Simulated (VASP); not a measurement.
# CdS (Fm-3m) in VASP: notebook

The runs below take CdS through single point, relaxation of cell and atoms, with r2SCAN.

Program: VASP 6.6.1. These are calculated values, not measurements. Logs are shortened: lines on timing, memory, paths and dates and some standing lists are left out, and cuts for length are marked.

## Step 1: The structure

It takes space group Fm-3m (No. 225, cubic). The conventional cell has a = 5.455 Å, b = 5.455 Å, c = 5.455 Å, α = 90.00°, β = 90.00°, γ = 90.00°. Around Cd (site symmetry m-3m) lie 6 S at 2.73 Å. S (site symmetry m-3m) has 6 Cd at 2.73 Å as nearest neighbours.

Measurements of this composition are mostly on another form, of space group No. 186.

## Step 2: Single point, r2SCAN

Contents of POSCAR:

```
CdS
1.0
    0.0000000000      2.7276566827      2.7276566827
    2.7276566827      0.0000000000      2.7276566827
    2.7276566827      2.7276566827      0.0000000000
Cd S
1 1
Direct
    0.0000000000      0.0000000000      0.0000000000
    0.5000000000      0.5000000000      0.5000000000
```

Contents of INCAR.step1:

```
SYSTEM = CdS
PREC = Accurate
ENCUT = 520
ISMEAR = 0
SIGMA = 0.02
LREAL = .False.
LASPH = .True.
NELM = 100
NBANDS = 16
GGA = PE
ALGO = Normal
EDIFF = 1E-4
LWAVE = .True.
LCHARG = .False.
```

Contents of INCAR.step2:

```
SYSTEM = CdS
PREC = Accurate
ENCUT = 520
EDIFF = 1E-6
ISMEAR = 0
SIGMA = 0.02
LREAL = .False.
LASPH = .True.
NELM = 100
ALGO = Normal
ISIF = 2
LWAVE = .False.
LCHARG = .True.
METAGGA = R2SCAN
LMIXTAU = .True.
LELF = .True.
LVHAR = .True.
NBANDS = 16
ISTART = 1
```

Contents of KPOINTS:

```
Automatic mesh
0
Gamma
  8 8 8
  0 0 0
```

Potentials or basis: VASP PAW PBE potentials, release 64 (Cd, S).

On the command line:

```sh
$ cat potpaw_PBE.64/Cd/POTCAR potpaw_PBE.64/S/POTCAR > POTCAR
$ cp INCAR.step1 INCAR
$ mpirun -np 1 vasp_std > vasp.out
$ cp INCAR.step2 INCAR
$ mpirun -np 1 vasp_std > vasp.out
```

OUTCAR:

```text
SYSTEM = CdS
   PREC = Accurate
   ENCUT = 520
   EDIFF = 1E-6
   ISMEAR = 0
   LREAL = .False.
   LASPH = .True.
   NELM = 100
   ISIF = 2
   METAGGA = R2SCAN
   ISTART = 1

 ion  position               nearest neighbor table
   1  0.000  0.000  0.000-   2 2.73   2 2.73   2 2.73   2 2.73   2 2.73   2 2.73
   2  0.500  0.500  0.500-   1 2.73   1 2.73   1 2.73   1 2.73   1 2.73   1 2.73

  LATTYP: Found a face centered cubic cell.
 ALAT       =     5.4553133654

  Lattice vectors:

 A1 = (   0.0000000000,   2.7276566827,   2.7276566827)
 A2 = (   2.7276566827,   0.0000000000,   2.7276566827)
 A3 = (   2.7276566827,   2.7276566827,   0.0000000000)

Analysis of symmetry for initial positions (statically):
=====================================================================
 Subroutine PRICEL returns:
 Original cell was already a primitive cell.

 Routine SETGRP: Setting up the symmetry group for a
 face centered cubic supercell.

 Subroutine GETGRP returns: Found 48 space group operations
 (whereof 48 operations were pure point group operations)
 out of a pool of 48 trial point group operations.

The static configuration has the point symmetry O_h .

Analysis of symmetry for dynamics (positions and initial velocities):
=====================================================================
 Subroutine PRICEL returns:
 Original cell was already a primitive cell.

 Routine SETGRP: Setting up the symmetry group for a
 face centered cubic supercell.

 Subroutine GETGRP returns: Found 48 space group operations
 (whereof 48 operations were pure point group operations)
 out of a pool of 48 trial point group operations.

The dynamic configuration has the point symmetry O_h .

 Subroutine INISYM returns: Found 48 space group operations
 (whereof 48 operations are pure point group operations),
 and found     1 'primitive' translations

----------------------------------------------------------------------------------------

                                     Primitive cell

  volume of cell :      40.5881

  direct lattice vectors                    reciprocal lattice vectors
     0.000000000  2.727656683  2.727656683    -0.183307527  0.183307527  0.183307527
     2.727656683  0.000000000  2.727656683     0.183307527 -0.183307527  0.183307527
     2.727656683  2.727656683  0.000000000     0.183307527  0.183307527 -0.183307527

  length of vectors
     3.857489074  3.857489074  3.857489074     0.317497950  0.317497950  0.317497950

  position of ions in fractional coordinates (direct lattice)
     0.000000000  0.000000000  0.000000000
[... 80 lines left out ...]
   EDIFFG = 0.1E-04   stopping-criterion for IOM
   NSW    =      0    number of steps for IOM
   IBRION =     -1    ionic relax: 0-MD 1-quasi-New 2-CG
   NFREE  =      0    steps in history (QN), initial steepest desc. (CG)
   ISIF   =      2    stress and relaxation
   ISYM   =      2    0-nonsym 1-usesym 2-fastsym
   POTIM  = 0.5000    time-step for ionic-motion
   TEBEG  =    0.0;   TEEND  =   0.0 temperature during run
   PSTRESS=    0.0 pullay stress
   NELECT =      18.0000    total number of electrons
   NUPDOWN=      -1.0000    fix difference up-down
   EMIN   =  10.00;   EMAX   =-10.00  energy-range for DOS
   EFERMI =   0.00;   METHOD = LEGACY
   ISMEAR =     0;   SIGMA  =   0.02  broadening in eV -4-tet -1-fermi 0-gaus
   EFERMI_NEDOS =   21; number of points for ismear=-14 and -15
   IALGO  =     38    algorithm
   IMIX   =      4    mixing-type and parameters
     AMIX     =   0.40;   BMIX     =  1.00
     AMIX_MAG =   1.60;   BMIX_MAG =  1.00
  volume/ion in A,a.u.               =      20.29       136.95
  Fermi-wavevector in a.u.,A,eV,Ry     =   1.248435  2.359200 21.205906  1.558590
  Thomas-Fermi vector in A             =   2.382522
   LORBIT       =      0    0 simple, 1 ext, 2 COOP (PROOUT), +10 PAW based schemes
   METAGGA = R2SCAN    functional components
   LHFCALC =     F    Hartree Fock is set to
   AEXX    =    0.0000 exact exchange contribution
   IVDW    =     0    specifies the selected vdW correction
   LEPSILON=     F    determine dielectric tensor
   LRPA    =     F    only Hartree local field effects (RPA)
 non-spin polarized calculation
 Gauss-broadening in eV      SIGMA  =   0.02
  energy-cutoff  :      520.00
  volume of cell :       40.59
 maximum number of plane-waves:      1108
 NGX is ok and might be reduce to    30
   NGX = 15   NGY = 15   NGZ = 15

 number of electron      18.0000003 magnetization

 Free energy of the ion-electron system (eV)
  ---------------------------------------------------
  ext. energy  EPLUGINS =         0.00000000
  ---------------------------------------------------
  free energy    TOTEN  =       -29.52447316 eV

  energy without entropy =      -29.52447316  energy(sigma->0) =      -29.52447316

 E-fermi :   2.8742     XC(G=0): -10.9994

 val. band max:        2.7410342890   @ k =   0.5000   0.0000   0.0000
 cond. band min:       3.4757060586   @ k =   0.5000   0.5000   0.0000
 fundamental gap:      0.7346717697
 Fermi energy:         2.8741953015

 k-point     1 :       0.0000    0.0000    0.0000
  band No.  band energies     occupation
      1     -10.5925      2.00000
      2      -5.1153      2.00000
      3      -5.1153      2.00000
      4      -5.1146      2.00000
      5      -5.1146      2.00000
      6      -5.1146      2.00000
[... 433 lines left out ...]
      3      -5.2149      2.00000
      4      -5.1704      2.00000
      5      -4.8978      2.00000
      6      -4.7981      2.00000
[... 8 lines left out ...]
     15      15.8884      0.00000
     16      18.0470      0.00000

 [... further k-points ...]

------------------------ aborting loop because EDIFF is reached ----------------------------------------

  FORCE on cell =-STRESS in cart. coord.  units (eV):
  Direction    XX          YY          ZZ          XY          YZ          ZX
  --------------------------------------------------------------------------------------
  -------------------------------------------------------------------------------------
  Total        0.0996462      0.0996462      0.0996462      0.0000000      0.0000000      0.0000000
  in kB        3.9334362      3.9334362      3.9334362      0.0000000      0.0000000      0.0000000
  external PRESSURE =       3.9334362 kB  Pullay stress =       0.0000000 kB

 VOLUME and BASIS-vectors are now :
 -----------------------------------------------------------------------------
  energy-cutoff  :      520.00
  volume of cell :       40.59
      direct lattice vectors                 reciprocal lattice vectors
     0.000000000  2.727656683  2.727656683    -0.183307527  0.183307527  0.183307527
     2.727656683  0.000000000  2.727656683     0.183307527 -0.183307527  0.183307527
     2.727656683  2.727656683  0.000000000     0.183307527  0.183307527 -0.183307527

 POSITION                                       TOTAL-FORCE (eV/Angst)
 -----------------------------------------------------------------------------------
      0.00000      0.00000      0.00000        -0.000000      0.000000     -0.000000
      2.72766      2.72766      2.72766         0.000000      0.000000      0.000000
 -----------------------------------------------------------------------------------
    total drift:                               -0.000000      0.000000      0.000000

  FREE ENERGIE OF THE ION-ELECTRON SYSTEM (eV)
  ---------------------------------------------------
  free  energy   TOTEN  =       -29.5244731630 eV

  energy  without entropy=      -29.5244731630  energy(sigma->0) =      -29.52447316
```

It took 86 s on 1 thread of Intel Xeon Platinum 8488C (Sapphire Rapids), shared host; peak memory 0.17 GiB.

What came out:

```yaml
Free_energy: -29.5245 eV
Pressure: 0.4 GPa
Band_gap_on_the_k_mesh: 0.73 eV, indirect (least direct gap 2.35 eV)
```

Caveat: the PAW data sets were made with another functional, which shifts forces and pressure a little. A k mesh can miss the band edges.

## Step 3: Relaxation of cell and atoms, r2SCAN

This run uses another cell than the first one, of 20.87 Å³/atom, 1.028 times its volume.

Contents of POSCAR:

```
CdS
1.0
    0.0000000000      2.7532440000      2.7532440000
    2.7532440000      0.0000000000      2.7532440000
    2.7532440000      2.7532440000      0.0000000000
Cd S
1 1
Direct
    0.0000000000      0.0000000000      0.0000000000
    0.5000000000      0.5000000000      0.5000000000
```

Contents of INCAR.step1:

```
SYSTEM = CdS
PREC = Accurate ; ENCUT = 600
ISMEAR = 0 ; SIGMA = 0.02
LREAL = .False. ; LASPH = .True.
NELM = 100 ; GGA = PE
ALGO = Normal ; EDIFF = 1E-4
LWAVE = .True. ; LCHARG = .False.
```

Contents of INCAR.step2:

```
SYSTEM = CdS
PREC = Accurate ; ENCUT = 600
EDIFF = 1E-6 ; ISMEAR = 0
SIGMA = 0.02 ; LREAL = .False.
LASPH = .True. ; NELM = 100
ALGO = Normal ; ISIF = 3
LWAVE = .False. ; LCHARG = .False.
METAGGA = R2SCAN ; LMIXTAU = .True.
IBRION = 2 ; NSW = 100
EDIFFG = -0.002 ; ISTART = 1
```

Contents of KPOINTS:

```
regular mesh
0
Gamma
  8 8 8
  0 0 0
```

Potentials or basis: VASP PAW PBE potentials, release 64 (Cd, S).

On the command line:

```sh
$ cat potpaw_PBE.64/Cd/POTCAR potpaw_PBE.64/S/POTCAR > POTCAR
$ cp INCAR.step1 INCAR
$ mpirun -np 1 vasp_std > vasp.out
$ cp INCAR.step2 INCAR
$ mpirun -np 1 vasp_std > vasp.out
```

It took 2.2 min on 1 thread of Intel Xeon Platinum 8488C (Sapphire Rapids), shared host; peak memory 0.19 GiB.

The run converged. Its results:

```yaml
Free_energy: -29.5254 eV
Relaxed_volume: 20.38 Å³/atom
Relaxed_cell: a = 3.863 Å, b = 3.863 Å, c = 3.863 Å, α = 60.00°, β = 60.00°, γ = 60.00°
Space_group_after_relaxing_to_0.05_Å: Fm-3m (No. 225)
Energy_gained_by_relaxing: 2.9 meV/atom
Ionic_steps: 3
Pressure_after_relaxing: 0.0 GPa
Band_gap_on_the_k_mesh: 0.73 eV, indirect (least direct gap 2.32 eV)
```

Step by step:
```tsv
step	energy change (eV)	largest force (eV/Å)	pressure (GPa)	volume (Å³)
1	0.0000	0.0000	-1.86	41.74
2	-0.0045	0.0000	0.99	40.29
3	-0.0058	0.0000	0.00	40.76
```

Final structure:
```yaml
crystal:
  lattice:
    - [0.00000, 2.73145, 2.73145]
    - [2.73145, 0.00000, 2.73145]
    - [2.73145, 2.73145, 0.00000]
  atoms:
    - { symbol: Cd, position: [0.00000, 0.00000, 0.00000] }
    - { symbol: S, position: [0.50000, 0.50000, 0.50000] }
```

Levels at points of the mesh, in eV from the valence-band top:
| k point | band 6 | band 7 | band 8 | band 9 | band 10 | band 11 | band 12 | band 13 |
| --- | --- | --- | --- | --- | --- | --- | --- | --- |
| (0.00, 0.00, 0.00) | -7.85 | -0.75 | -0.75 | -0.75 | 1.56 | 9.73 | 9.73 | 9.73 |
| (0.50, 0.00, 0.00) | -7.64 | -4.89 | 0.00 | 0.00 | 4.06 | 6.46 | 6.46 | 7.55 |
| (0.50, 0.50, 0.00) | -6.86 | -4.32 | -2.18 | -2.18 | 0.73 | 6.43 | 10.75 | 12.24 |

Caveat: the PAW data sets were made with another functional, which shifts forces and pressure a little. A k mesh can miss the band edges.

## Step 4: Single point, r2SCAN

This run uses another cell than the first one, of 20.87 Å³/atom, 1.028 times its volume.

POSCAR is that of step 3.

Contents of INCAR.step1:

```
PREC = Accurate ; ENCUT = 520
ISMEAR = 0 ; SIGMA = 0.1
LREAL = F ; LASPH = T
NELM = 100 ; NBANDS = 16
GGA = PE ; ALGO = Normal
EDIFF = 1E-4 ; LWAVE = T
LCHARG = F
```

Contents of INCAR.step2:

```
PREC = Accurate ; ENCUT = 520
EDIFF = 1E-6 ; ISMEAR = 0
SIGMA = 0.1 ; LREAL = F
LASPH = T ; NELM = 100
ALGO = Normal ; ISIF = 2
LWAVE = F ; LCHARG = F
METAGGA = R2SCAN ; LMIXTAU = T
NBANDS = 16 ; ISTART = 1
```

Contents of KPOINTS:

```
Automatic mesh
0
Gamma
  6 6 6
```

On the command line:

```sh
$ cat potpaw_PBE.64/Cd/POTCAR potpaw_PBE.64/S/POTCAR > POTCAR
$ cp INCAR.step1 INCAR
$ mpirun -np 1 vasp_std > vasp.out
$ cp INCAR.step2 INCAR
$ mpirun -np 1 vasp_std > vasp.out
```

It took 56 s on 1 thread of Intel Xeon Platinum 8488C (Sapphire Rapids), shared host; peak memory 0.17 GiB.

Results (log left out):

| Quantity | Value |
| --- | --- |
| Free energy | -29.5149 eV |
| Pressure | -1.8 GPa |
| Band gap on the k mesh | 0.73 eV, indirect (least direct gap 2.15 eV) |

Levels at points of the mesh, in eV from the valence-band top:
| k point | band 5 | band 6 | band 7 | band 8 | band 9 | band 10 | band 11 | band 12 | band 13 | band 14 |
| --- | --- | --- | --- | --- | --- | --- | --- | --- | --- | --- |
| (0.00, 0.00, 0.00) | -7.81 | -7.81 | -0.70 | -0.70 | -0.70 | 1.44 | 9.72 | 9.72 | 9.72 | 11.97 |
| (0.50, 0.00, 0.00) | -7.62 | -7.62 | -4.78 | 0.00 | 0.00 | 4.07 | 6.48 | 6.48 | 7.34 | 12.92 |
| (0.50, 0.50, 0.00) | -7.56 | -6.88 | -4.16 | -2.08 | -2.08 | 0.73 | 6.45 | 10.58 | 12.05 | 12.05 |

Caveat: the PAW data sets were made with another functional, which shifts forces and pressure a little. A k mesh can miss the band edges.

## Step 5: Summary

```tsv
task	cell	k mesh	cutoff (eV)	smearing	gap on the mesh (eV)	pressure (GPa)
single point	Fm-3m, 20.29 Å³/atom	8 × 8 × 8	520	gaussian 0.02 eV	0.73	0.4
relaxation of cell and atoms	relaxed	8 × 8 × 8	600	gaussian 0.02 eV	0.73	0.0
single point	Fm-3m, 20.87 Å³/atom	6 × 6 × 6	520	gaussian 0.1 eV	0.73	-1.8
```

Alike in all rows: level r2SCAN; potentials or basis VASP PAW PBE potentials, release 64 (Cd, S); no spin polarisation.

Caveats: the PAW data sets were made with another functional, which shifts forces and pressure a little.

Absolute energies hang on the potentials; compare differences alone.
